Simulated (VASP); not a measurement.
# Zr (Im-3m) in VASP: elastic constants with LDA

Aim: the elastic constants of Zr with LDA.

Program: VASP 6.6.1. These are calculated values, not measurements. Logs are shortened: lines on timing, memory, paths and dates and some standing lists are left out, and cuts for length are marked.

## Step 1: The structure

The structure is cubic, space group Im-3m (No. 229). Conventional cell: a = 3.582 Å, b = 3.582 Å, c = 3.582 Å, α = 90.00°, β = 90.00°, γ = 90.00°. Zr (site symmetry m-3m) has 8 Zr at 3.10 Å as nearest neighbours.

This isn't the form of Zr at room conditions, which is hcp.

## Step 2: Elastic constants, LDA

File POSCAR:

```
Zr
1.0
   -1.7908472700      1.7908472700      1.7908472700
    1.7908472700     -1.7908472700      1.7908472700
    1.7908472700      1.7908472700     -1.7908472700
Zr
1
Direct
    0.0000000000      0.0000000000      0.0000000000
```

File INCAR.step1:

```
SYSTEM = Zr
  ALGO = Normal
  EDIFF = 1E-8
  EDIFFG = -0.002
  ENCUT = 600
  GGA = CA
  IBRION = 2
  ISIF = 3
  ISMEAR = 0
  LASPH = .TRUE.
  LCHARG = .FALSE.
  LREAL = .FALSE.
  LWAVE = .FALSE.
  NELM = 80
  NSW = 40
  PREC = Accurate
  SIGMA = 0.1
```

File INCAR.step2:

```
SYSTEM = Zr
  ALGO = Normal
  EDIFF = 1E-8
  ENCUT = 600
  GGA = CA
  IBRION = 6
  ISIF = 3
  ISMEAR = 0
  LASPH = .TRUE.
  LCHARG = .FALSE.
  LREAL = .FALSE.
  LWAVE = .FALSE.
  NELM = 80
  NFREE = 2
  NSW = 1
  POTIM = 0.015
  PREC = Accurate
  SIGMA = 0.1
```

File KPOINTS:

```
k-points
0
G
  8 8 8
  0 0 0
```

Potentials or basis: VASP PAW LDA potentials, release 64 (Zr_sv).

On the command line:

```bash
$ cat potpaw_LDA.64/Zr_sv/POTCAR > POTCAR
$ cp INCAR.step1 INCAR
$ mpirun -np 1 vasp_std > vasp.out
$ cp CONTCAR POSCAR
$ cp INCAR.step2 INCAR
$ mpirun -np 1 vasp_std > vasp.out
```

OUTCAR:

```text
SYSTEM = Zr
   EDIFF = 1E-8
   ENCUT = 600
   GGA = CA
   IBRION = 6
   ISIF = 3
   ISMEAR = 0
   LASPH = .TRUE.
   LREAL = .FALSE.
   NELM = 80
   NFREE = 2
   NSW = 1
   POTIM = 0.015
   PREC = Accurate

 ion  position               nearest neighbor table
   1  0.000  0.000  0.000-

  LATTYP: Found a body centered cubic cell.
 ALAT       =     3.4922158104

  Lattice vectors:

 A1 = (  -1.7461079052,   1.7461079052,   1.7461079052)
 A2 = (   1.7461079052,  -1.7461079052,   1.7461079052)
 A3 = (   1.7461079052,   1.7461079052,  -1.7461079052)

Analysis of symmetry for initial positions (statically):
=====================================================================
 Subroutine PRICEL returns:
 Original cell was already a primitive cell.

 Routine SETGRP: Setting up the symmetry group for a
 body centered cubic supercell.

 Subroutine GETGRP returns: Found 48 space group operations
 (whereof 48 operations were pure point group operations)
 out of a pool of 48 trial point group operations.

The static configuration has the point symmetry O_h .

Analysis of symmetry for dynamics (positions and initial velocities):
=====================================================================
 Subroutine PRICEL returns:
 Original cell was already a primitive cell.

 Routine SETGRP: Setting up the symmetry group for a
 body centered cubic supercell.

 Subroutine GETGRP returns: Found 48 space group operations
 (whereof 48 operations were pure point group operations)
 out of a pool of 48 trial point group operations.

The dynamic configuration has the point symmetry O_h .

 Subroutine INISYM returns: Found 48 space group operations
 (whereof 48 operations are pure point group operations),
 and found     1 'primitive' translations

----------------------------------------------------------------------------------------

                                     Primitive cell

  volume of cell :      21.2948

  direct lattice vectors                    reciprocal lattice vectors
    -1.746107905  1.746107905  1.746107905     0.000000000  0.286351146  0.286351146
     1.746107905 -1.746107905  1.746107905     0.286351146  0.000000000  0.286351146
     1.746107905  1.746107905 -1.746107905     0.286351146  0.286351146  0.000000000

  length of vectors
     3.024347607  3.024347607  3.024347607     0.404961675  0.404961675  0.404961675

  position of ions in fractional coordinates (direct lattice)
     0.000000000  0.000000000  0.000000000

  ion indices of the primitive-cell ions
   primitive index   ion index
                 1           1

----------------------------------------------------------------------------------------

 KPOINTS: k-points

Automatic generation of k-mesh.
 Grid dimensions read from file:
 generate k-points for:    8    8    8

 Generating k-lattice:

  Cartesian coordinates                     Fractional coordinates (reciprocal lattice)
     0.000000000  0.035793893  0.035793893     0.125000000  0.000000000  0.000000000
     0.035793893  0.000000000  0.035793893     0.000000000  0.125000000  0.000000000
     0.035793893  0.035793893  0.000000000     0.000000000  0.000000000  0.125000000

  Length of vectors
[... 100 lines left out ...]
  ext. energy  EPLUGINS =         0.00000000
  ---------------------------------------------------
  free energy    TOTEN  =        -9.23851287 eV

  energy without entropy =       -9.22924721  energy(sigma->0) =       -9.23388004

------------------------ aborting loop because EDIFF is reached ----------------------------------------

  FORCE on cell =-STRESS in cart. coord.  units (eV):
  Direction    XX          YY          ZZ          XY          YZ          ZX
  --------------------------------------------------------------------------------------
  -------------------------------------------------------------------------------------
  Total       -0.0033932     -0.0033932     -0.0033932      0.0000000     -0.0000000      0.0000000
  in kB       -0.2552951     -0.2552951     -0.2552951      0.0000000     -0.0000000      0.0000000
  external PRESSURE =      -0.2552951 kB  Pullay stress =       0.0000000 kB
[... 86 lines left out ...]
  FREE ENERGIE OF THE ION-ELECTRON SYSTEM (eV)
  ---------------------------------------------------
  free  energy   TOTEN  =        -9.2374436934 eV

  energy  without entropy=       -9.2278490286  energy(sigma->0) =       -9.23264636

[... ionic steps 4 to 12 ...]

--------------------------------------- Ionic step       13  -------------------------------------------

 number of electron      12.0000000 magnetization

------------------------ aborting loop because EDIFF is reached ----------------------------------------
[... 65 lines left out ...]
--------------------------------------- Ionic step       15  -------------------------------------------

 number of electron      12.0000000 magnetization

 Free energy of the ion-electron system (eV)
  ---------------------------------------------------
  ext. energy  EPLUGINS =         0.00000000
  ---------------------------------------------------
  free energy    TOTEN  =        -9.23851299 eV

  energy without entropy =       -9.22924733  energy(sigma->0) =       -9.23388016

 E-fermi :   9.5618     XC(G=0): -11.6999

 val. band max:        9.5252732129   @ k =   0.2500   0.0000   0.0000
 cond. band min:       9.6395123440   @ k =   0.2500   0.2500   0.0000
 fundamental gap:      0.1142391312
 Fermi energy:         9.5617580632

 k-point     1 :       0.0000    0.0000    0.0000
  band No.  band energies     occupation
      1     -38.5264      2.00000
      2     -16.0235      2.00000
      3     -16.0235      2.00000
      4     -16.0235      2.00000
      5       4.0597      2.00000
      6      10.6549      0.00000
      7      10.6549      0.00000
      8      10.6549      0.00000
      9      13.3902      0.00000
     10      13.3902      0.00000
[... 287 lines left out ...]
 k-point    24 :      -0.3750    0.3750    0.2500
  band No.  band energies     occupation
      1     -38.2541      2.00000
      2     -16.9858      2.00000
      3     -16.6102      2.00000
      4     -16.4979      2.00000
      5       7.7417      2.00000
      6       8.2581      2.00000
      7      11.0974      0.00000
      8      11.7437      0.00000
      9      14.5789      0.00000
     10      15.2000      0.00000

 [... further k-points ...]

------------------------ aborting loop because EDIFF is reached ----------------------------------------

  FORCE on cell =-STRESS in cart. coord.  units (eV):
  Direction    XX          YY          ZZ          XY          YZ          ZX
  --------------------------------------------------------------------------------------
  -------------------------------------------------------------------------------------
  Total       -0.0033810     -0.0033810     -0.0033810      0.0000000      0.0000000      0.0000000
  in kB       -0.2543801     -0.2543801     -0.2543801      0.0000000      0.0000000      0.0000000
  external PRESSURE =      -0.2543801 kB  Pullay stress =       0.0000000 kB
[... 16 lines left out ...]
  FREE ENERGIE OF THE ION-ELECTRON SYSTEM (eV)
  ---------------------------------------------------
  free  energy   TOTEN  =        -9.2385129858 eV

  energy  without entropy=       -9.2292473294  energy(sigma->0) =       -9.23388016

 INTERNAL STRAIN TENSORS FROM STRAINED CELLS
 ============================================

 INTERNAL STRAIN TENSOR FOR ION    1 for displacements in x,y,z  (eV/Angst):
          X           Y           Z          XY          YZ          ZX
  --------------------------------------------------------------------------------
  x    -0.00000     0.00000    -0.00000     0.00000    -0.00000     0.00000
  y    -0.00000    -0.00000    -0.00000    -0.00000    -0.00000    -0.00000
  z    -0.00000     0.00000     0.00000     0.00000     0.00000     0.00000

 INTERNAL STRAIN TENSORS FROM DISPLACED ATOMS
 ============================================

 INTERNAL STRAIN TENSOR FOR ION    1 for displacements in x,y,z  (eV/Angst):
          X           Y           Z          XY          YZ          ZX
  --------------------------------------------------------------------------------
  x     0.00000     0.00000     0.00000     0.00000     0.00000     0.00000
  y     0.00000     0.00000     0.00000     0.00000     0.00000     0.00000
  z     0.00000     0.00000     0.00000     0.00000     0.00000     0.00000

 Eigenvectors and eigenvalues of the dynamical matrix
 ----------------------------------------------------

   1 f  =    0.000000 THz     0.000000 2PiTHz    0.000000 cm-1     0.000000 meV
             X         Y         Z           dx          dy          dz
      0.000000  0.000000  0.000000     0.986394   -0.164399    0.000000

   2 f  =    0.000000 THz     0.000000 2PiTHz    0.000000 cm-1     0.000000 meV
             X         Y         Z           dx          dy          dz
      0.000000  0.000000  0.000000    -0.164399   -0.986394    0.000000

   3 f  =    0.000000 THz     0.000000 2PiTHz    0.000000 cm-1     0.000000 meV
             X         Y         Z           dx          dy          dz
      0.000000  0.000000  0.000000     0.000000    0.000000    1.000000

--------------------------------------------------------------------------------------------------------

 ELASTIC MODULI CONTR FROM IONIC RELAXATION (kBar)
 Direction    XX          YY          ZZ          XY          YZ          ZX
 --------------------------------------------------------------------------------
 XX           0.0000      0.0000      0.0000      0.0000      0.0000      0.0000
 YY           0.0000      0.0000      0.0000      0.0000      0.0000      0.0000
 ZZ           0.0000      0.0000      0.0000      0.0000      0.0000      0.0000
 XY           0.0000      0.0000      0.0000      0.0000      0.0000      0.0000
 YZ           0.0000      0.0000      0.0000      0.0000      0.0000      0.0000
 ZX           0.0000      0.0000      0.0000      0.0000      0.0000      0.0000
 --------------------------------------------------------------------------------

 TOTAL ELASTIC MODULI (kBar)
 Direction    XX          YY          ZZ          XY          YZ          ZX
 --------------------------------------------------------------------------------
 XX         762.1061   1112.3559   1112.3559      0.0000      0.0000      0.0000
 YY        1112.3559    762.1061   1112.3559      0.0000      0.0000      0.0000
 ZZ        1112.3559   1112.3559    762.1061      0.0000      0.0000      0.0000
 XY           0.0000      0.0000      0.0000    148.9424      0.0000     -0.0000
 YZ           0.0000      0.0000      0.0000      0.0000    148.9424      0.0000
 ZX           0.0000      0.0000      0.0000     -0.0000      0.0000    148.9424
 --------------------------------------------------------------------------------
```

Wall time 98 s (1 thread of Intel Xeon Platinum 8488C (Sapphire Rapids), shared host); peak memory 0.18 GiB.

What came out:

* Relaxed volume: 21.29 Å³/atom
* Relaxed cell: a = 3.024 Å, b = 3.024 Å, c = 3.024 Å, α = 109.47°, β = 109.47°, γ = 109.47°
* Space group after relaxing (to 0.05 Å): Im-3m (No. 229)
* Elastic constants C11, C12, C44: 76, 111, 15 GPa
* Voigt bulk modulus: 100 GPa

Step by step:
```csv
step,energy change (eV),largest force (eV/Å),pressure (GPa),volume (Å³)
1,0.0000,0.0000,-6.68,22.97
2,-0.0073,0.0000,7.33,19.93
3,-0.0368,0.0000,-0.07,21.31
4,-0.0368,0.0000,0.08,21.28
5,-0.0368,0.0000,-0.06,21.31
6,-0.0368,0.0000,0.00,21.29
```

Final structure:
```
Zr
1.0
    -1.74611    1.74611    1.74611
     1.74611   -1.74611    1.74611
     1.74611    1.74611   -1.74611
Zr
1
Direct
  0.00000 0.00000 0.00000
```

Elastic tensor in Voigt notation (GPa, in the Cartesian axes of the cell as first typed):
```
 76 111 111   0   0   0
111  76 111   0   0   0
111 111  76   0   0   0
  0   0   0  15   0   0
  0   0   0   0  15   0
  0   0   0   0   0  15
```

Clamped-ion elastic tensor (GPa):
```
 76 111 111   0   0   0
111  76 111   0   0   0
111 111  76   0   0   0
  0   0   0  15   0   0
  0   0   0   0  15   0
  0   0   0   0   0  15
```

Caveat: the elastic tensor has a negative eigenvalue, so either the cell is unstable as it stands or the mesh is too thin.
